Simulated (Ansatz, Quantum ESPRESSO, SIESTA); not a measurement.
BP: programs and potentials compared

```
P B
1.0
     0.00000    2.26900    2.26900
     2.26900    0.00000    2.26900
     2.26900    2.26900    0.00000
P B
1 1
Direct
  0.75000 0.75000 0.75000
  0.00000 0.00000 0.00000
```

Alike in all runs: task equation of state; functional PBE; dispersion D3(BJ); k mesh 10 × 10 × 10; occupations fermi-dirac, width 0.05 eV; no spin polarisation; no spin-orbit coupling.

| program and potentials | plane-wave cutoff (eV) | notes | equilibrium volume (Å³/atom) | bulk modulus (GPa) |
| --- | --- | --- | --- | --- |
| Ansatz, Ansatz PAW | 420 | - | ? | ? |
| SIESTA, files PseudoDojo sr-pbe-0.4.1-standard, DZP (energy shift 0.002 Ry) | - | atomic basis | 11.68 | 165.0 |
| Quantum ESPRESSO, PseudoDojo 0.4.1 SR PBE standard | 1034 | - | 11.48 | 169.1 |

Q: Estimate from the other rows what the run with Ansatz, Ansatz PAW gave.

A: Equilibrium volume 11.45 Å³/atom; bulk modulus 170.3 GPa. The other rows, which needn't bracket it: equilibrium volume 11.48 to 11.68; bulk modulus 165.0 to 169.1.
